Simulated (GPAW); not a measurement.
The system is MoP.

```
Mo P
1.0
     3.22300    0.00000    0.00000
    -1.61150    2.79120    0.00000
     0.00000    0.00000    3.19100
Mo P
1 1
Direct
  0.00000 0.00000 0.00000
  0.33333 0.66667 0.50000
```

```yaml
Program: GPAW 26.7.0
Task: relaxation of cell and atoms
Functional: RPBE
Dispersion: D3(BJ)
Potentials_or_basis: the program's PAW data sets (release 1.2.1) made for this functional
Cutoff: 600 eV
Basis: pw
k_mesh: 10 × 10 × 8
Occupations: fermi-dirac, width 0.05 eV
Spin: no spin polarisation
```

At the start: pressure -32.1 GPa; volume 14.35 Å³/atom.

Where does the relaxation end?

Over 8 steps the energy falls by 216.0 meV/atom and the volume is 12.48 Å³/atom (-13.1 %); space group P-6m2 (No. 187, to 0.05 Å).

The path:
```
step  energy change (eV)  largest force (eV/Å)  pressure (GPa)  volume (Å³)
   1              0.0000                0.0000          -32.13        28.71
   2             -0.2826                0.0000          -19.71        26.99
   3             -0.4119                0.0000            4.38        24.75
   4             -0.4212                0.0000            0.39        25.03
   5             -0.4282                0.0000           -1.23        25.11
   6             -0.4318                0.0000           -0.88        25.03
   7             -0.4320                0.0000           -0.20        24.97
   8             -0.4320                0.0000           -0.01        24.96
```

Final structure:
```
Mo P
1.0
     3.03453    0.00000    0.00000
    -1.51727    2.62798    0.00000
     0.00000    0.00000    3.12940
Mo P
1 1
Direct
  0.00000 0.00000 0.00000
  0.33333 0.66667 0.50000
```

Caveat: later steps reuse the first step's grids; the volume moved by -13 % from the deposited cell, more than functionals usually miss; pairwise dispersion overbinds metals, which lowers pressure and volume.
